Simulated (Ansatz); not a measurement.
Rows from a G0W0 calculation on MgO (Fm-3m) (Ansatz 0.2.0; G0W0 on PBE, plane waves, PAW; PAW set soft_1; 8×8×8 mesh, 76 empty bands, screening to 150 eV, PAW set soft_1 files), in eV. Spin-orbit coupling is left out.

```csv
row,Σx,Σc,Vxc,Z
A,-3.73,-4.86,-9.66,0.84
B,-26.47,4.18,-20.96,0.79
C,-10.15,-3.66,-14.90,0.85
```

Question: Which rows are filled states and which are empty ones, and how can one tell?

Filled: B. Empty: A and C. The sign of Σc tells: for a filled state bare exchange, which holds its interaction with itself, lies below Vxc (Σx − Vxc is -5.5 eV or lower here) and screening gives part back as a positive Σc. For an empty state Σx lies above Vxc (+4.7 eV or more) and the Coulomb hole leaves Σc negative.

[Paths, hosts, dates, memory and timing lines, banners, echoed tables and standing remarks are left out of the program output.]

[Logs are printed without paths, hosts, clocks, repeated set-up lines and the standing remarks that a program may print on its own settings, such as how far it seeks lower states.]

[Runs of the session that timed out or met a known fault of the program may be left out.]

[Cells called generated may have been cut or substituted from an entry of the Crystallography Open Database or the Materials Project.]

[Hosts, paths, dates, database ids (printed as entryN), source tags and the programs' standing remarks are cut or masked in the printed files.]
